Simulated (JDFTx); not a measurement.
LiH: band structure with LDA

LiH:

```
CELL_PARAMETERS angstrom
0.00000 2.03675 2.03675
2.03675 0.00000 2.03675
2.03675 2.03675 0.00000
ATOMIC_POSITIONS crystal
Li 0.00000 0.00000 0.00000
H 0.50000 0.50000 0.50000
```

| Quantity | Value |
| --- | --- |
| Program | JDFTx 1.7.0 (patched build) |
| Task | band structure |
| Functional | LDA |
| Potentials or basis | PseudoDojo-SR-LDA-0.4.1-standard with smoothed tails |
| Cutoff | 1007 eV |
| Density cutoff | 8055 eV |
| k mesh | 11 × 11 × 11 |
| Occupations | fermi-dirac, width 0.05 eV |
| Spin | no spin polarisation |
| Band ratio of the Davidson solver | 1.3 |
| Local potential set to -Z/r beyond | 6 bohr |
| Bands | 7 |
| Density cutoff over wavefunction cutoff | 8 |
| Max SCF steps | 30 |
| SCF threshold on the energy | 1e-06 Ha |
| Solver of the electrons | minimize |
| Further solve for the empty bands | no |
| Start | density of an earlier self-consistent run, held fixed |
| Path | G-X-W-K-G-L-U-W-L-K-U-X |

```
Band gap along the path : 2.66 eV, direct
```

Levels at the corners of the path, in eV from the valence-band top:
```tsv
point	band 1	band 2	band 3	band 4	band 5
Γ	-43.48	-5.37	15.51	16.93	16.93
X	-43.42	0.00	2.66	10.18	10.18
W	-43.42	-0.23	4.87	4.87	11.11
K	-43.42	-0.52	3.77	7.11	11.27
Γ	-43.48	-5.37	15.51	16.93	16.93
L	-43.43	-2.62	4.52	13.11	15.56
U	-43.42	-0.52	3.77	7.11	11.27
W	-43.42	-0.23	4.87	4.87	11.11
L	-43.43	-2.62	4.52	13.11	15.56
K	-43.42	-0.52	3.77	7.11	11.27
U	-43.42	-0.52	3.77	7.11	11.27
X	-43.42	0.00	2.66	10.18	10.18
```

Run time: 3.5 s on 1 thread of Arm Neoverse V1 (shared host), peak memory 0.09 GiB.
